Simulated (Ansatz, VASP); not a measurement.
This is a calculation of Os (Osmium) for VASP 6.6.1. 

The input INCAR:

```
ALGO = Normal ; EDIFF = 1E-6
ENCUT = 520 ; GGA = PE
ISIF = 2 ; ISMEAR = 0
LASPH = T ; LCHARG = T
LELF = T ; LREAL = F
LVHAR = T ; LWAVE = F
NELM = 80 ; PREC = Accurate
SIGMA = 0.020999999999999998
```

Contents of KPOINTS:

```
k-points
0
Gamma
  11 11 6
```

File POSCAR:

```
Os
1.0
    2.7341000000      0.0000000000      0.0000000000
   -1.3670500000      2.3678000565      0.0000000000
    0.0000000000      0.0000000000      4.3197000000
Os
2
Direct
    0.6666666667      0.3333333333      0.7500000000
    0.3333333333      0.6666666667      0.2500000000
```

Potentials or basis: VASP PAW PBE potentials, release 64 (Os).

Launch:

```console
$ cat potpaw_PBE.64/Os/POTCAR > POTCAR
$ mpirun -np 1 vasp_std > vasp.out
```

Question: What does the same run look like in Ansatz 0.2.0? Potentials or basis there: all-electron LAPW, scalar-relativistic.

Answer: As run (cutoffs and basis follow the program's own potentials, and thresholds, step limits or extra output files can differ):

Contents of input.yaml:

```yaml
crystal:
  lattice:
    - [2.7341, 0.0, 0.0]
    - [-1.36705, 2.3678000565, 0.0]
    - [0.0, 0.0, 4.3197]
  atoms:
    - { symbol: Os, position: [0.6666666667, 0.3333333333, 0.75] }
    - { symbol: Os, position: [0.3333333333, 0.6666666667, 0.25] }
kpoints:
  mp_grid: { grid: [11, 11, 6] }
scf:
  occupations: { method: gaussian, width: 0.021 }
hamiltonian:
  xc: pbe
  pseudopotentials: { kind: all_electron, lapw: { basis_error: 0.001 } }
output:
  forces: true
  stress: true
  eigenvalues: true
```

Potentials or basis: all-electron LAPW, scalar-relativistic.

Command:

```console
$ ansatz run input.yaml --threads 1 --pin off --max-ram 3072MiB --backend cpu --events-out ev --progress --plain --runs-dir out
```

Both were run:

|  | VASP | Ansatz |
| --- | --- | --- |
| Pressure | 8.8 GPa | 8.7 GPa |

Where Ansatz's input types no cutoff or centring, it takes its own default and a Γ-centred mesh.

Pressure is positive in compression.
